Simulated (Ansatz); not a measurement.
Molecular dynamics on a 2×2×2 supercell (32 atoms) of BN (P6_3mc), relaxed with r2SCAN. Forces come from PBEsol in Ansatz: constant energy and volume (NVE), velocities drawn at 1700 K, steps of 2 fs. Computed, non-magnetic; the trajectory is short and the cell small, so nothing here is a converged average.

```yaml
crystal:
  lattice:
    - [5.0878986338, 0.0, 0.0]
    - [-2.5439493169, 4.4062494687, 0.0]
    - [0.0, 0.0, 8.415633572]
  atoms:
    - { symbol: B, position: [0.3333333333, 0.1666666667, 0.0001017872] }
    - { symbol: B, position: [0.1666666667, 0.3333333333, 0.2501017872] }
    - { symbol: "N", position: [0.3333333333, 0.1666666667, 0.1873982128] }
    - { symbol: "N", position: [0.1666666667, 0.3333333333, 0.4373982128] }
    - { symbol: B, position: [0.3333333333, 0.1666666667, 0.5001017872] }
    - { symbol: B, position: [0.1666666667, 0.3333333333, 0.7501017872] }
    - { symbol: "N", position: [0.3333333333, 0.1666666667, 0.6873982128] }
    - { symbol: "N", position: [0.1666666667, 0.3333333333, 0.9373982128] }
    - { symbol: B, position: [0.3333333333, 0.6666666667, 0.0001017872] }
    - { symbol: B, position: [0.1666666667, 0.8333333333, 0.2501017872] }
    - { symbol: "N", position: [0.3333333333, 0.6666666667, 0.1873982128] }
    - { symbol: "N", position: [0.1666666667, 0.8333333333, 0.4373982128] }
    - { symbol: B, position: [0.3333333333, 0.6666666667, 0.5001017872] }
    - { symbol: B, position: [0.1666666667, 0.8333333333, 0.7501017872] }
    - { symbol: "N", position: [0.3333333333, 0.6666666667, 0.6873982128] }
    - { symbol: "N", position: [0.1666666667, 0.8333333333, 0.9373982128] }
    - { symbol: B, position: [0.8333333333, 0.1666666667, 0.0001017872] }
    - { symbol: B, position: [0.6666666667, 0.3333333333, 0.2501017872] }
    - { symbol: "N", position: [0.8333333333, 0.1666666667, 0.1873982128] }
    - { symbol: "N", position: [0.6666666667, 0.3333333333, 0.4373982128] }
    - { symbol: B, position: [0.8333333333, 0.1666666667, 0.5001017872] }
    - { symbol: B, position: [0.6666666667, 0.3333333333, 0.7501017872] }
    - { symbol: "N", position: [0.8333333333, 0.1666666667, 0.6873982128] }
    - { symbol: "N", position: [0.6666666667, 0.3333333333, 0.9373982128] }
    - { symbol: B, position: [0.8333333333, 0.6666666667, 0.0001017872] }
    - { symbol: B, position: [0.6666666667, 0.8333333333, 0.2501017872] }
    - { symbol: "N", position: [0.8333333333, 0.6666666667, 0.1873982128] }
    - { symbol: "N", position: [0.6666666667, 0.8333333333, 0.4373982128] }
    - { symbol: B, position: [0.8333333333, 0.6666666667, 0.5001017872] }
    - { symbol: B, position: [0.6666666667, 0.8333333333, 0.7501017872] }
    - { symbol: "N", position: [0.8333333333, 0.6666666667, 0.6873982128] }
    - { symbol: "N", position: [0.6666666667, 0.8333333333, 0.9373982128] }
kpoints:
  mp_grid: { grid: [6, 6, 2] }
hamiltonian:
  xc: pbesol
scf:
  occupations: { method: fermi_dirac, width: 0.146 }
md:
  ensemble: nve
  temperature: 1700
  timestep: 2.0
  n_steps: 20
  initial_velocities: maxwell_boltzmann
  seed: 6768
```

Run as `ansatz run input.yaml --threads 4 --pin off --max-ram 3686MiB --backend cpu --events-out ev --progress --plain --runs-dir out`. It ended after 7.7 min on 4 threads of Arm Neoverse N1, on a shared host; peak host memory 1.3 GiB.

```tsv
step	t (fs)	T (K)	free energy F from step 0 (meV/atom)	kinetic energy (meV/atom)	largest force (eV/Å)
0	0	1700	0.0	212.9	0.01
1	2	1515	24.1	189.7	2.75
2	4	1058	83.3	132.5	5.27
3	6	573	146.1	71.7	6.88
4	8	297	181.5	37.1	7.01
5	10	322	177.5	40.3	5.93
6	12	564	145.7	70.6	4.51
7	14	846	109.2	105.9	4.45
8	16	1013	87.7	126.9	4.90
9	18	1008	88.8	126.2	5.05
10	20	877	106.1	109.8	5.07
11	22	724	126.0	90.6	5.99
12	24	638	137.0	79.9	6.47
13	26	658	134.4	82.4	6.53
14	28	782	118.5	97.9	7.12
15	30	962	95.2	120.4	6.59
16	32	1100	77.2	137.7	4.61
17	34	1117	75.2	139.9	3.80
```

The temperature starts at 1700 K, is lowest at step 4 (297 K, 8 fs) and ends at 1117 K. The atoms start on their lattice sites with kinetic energy alone, so much of it first passes into potential energy. The conserved energy stays within 5.72 meV an atom. By the last step the atoms have moved 0.08 Å in the root mean square, the drift of the whole cell taken out, 0.13 Å at most. The job's limit cut the run after 17 of 20 steps.

Positions (Å) and forces (eV/Å) at step 17:
```
B    1.263   0.664   0.026    -1.297   0.319  -1.505
B   -0.005   1.492   2.211    -0.597  -1.122  -2.578
N    1.191   0.666   1.598     1.790   1.166  -0.304
N    0.026   1.471   3.728     0.913   1.545  -0.541
B    1.316   0.812   4.244     0.717  -1.377  -0.823
B   -0.028   1.566   6.319     1.336  -2.082   0.368
N    1.264   0.751   5.760     0.816   0.982   0.877
N   -0.055   1.374   7.852     1.282   1.871   1.358
B    0.039   2.865  -0.007    -2.027  -0.434   0.072
B   -1.273   3.652   2.147    -1.099  -0.757  -0.025
N   -0.077   2.891   1.588     2.612   1.116  -0.164
N   -1.238   3.681   3.741    -0.677   1.004  -1.435
B   -0.057   2.928   4.245     2.964   1.754  -0.680
B   -1.243   3.687   6.278    -1.394   0.780   0.216
N    0.013   3.019   5.789     0.056  -1.553  -0.117
N   -1.256   3.621   7.801     0.056   0.392   2.475
B    3.742   0.665   0.007     1.702   2.040   0.118
B    2.492   1.404   2.007     1.570   1.366   2.406
N    3.852   0.738   1.581    -2.235  -1.273  -0.366
N    2.602   1.525   3.645    -1.165  -0.652   0.893
B    3.889   0.843   4.235    -2.394  -2.857  -0.748
B    2.569   1.443   6.276    -0.882   0.967   0.597
N    3.880   0.818   5.782    -1.761  -1.533   0.098
N    2.488   1.455   7.899     0.613  -0.652  -0.552
B    2.505   2.953  -0.056     2.655  -1.601   1.867
B    1.251   3.662   2.082     0.654   0.073   1.293
N    2.550   2.900   1.600    -1.347   0.358  -1.578
N    1.292   3.729   3.678    -0.482  -0.741   0.410
B    2.575   2.982   4.236    -1.229  -0.040  -2.287
B    1.285   3.637   6.308     0.903   2.008  -0.231
N    2.540   2.964   5.724     0.394  -0.901   2.586
N    1.302   3.641   7.919    -2.446  -0.168  -1.699
```
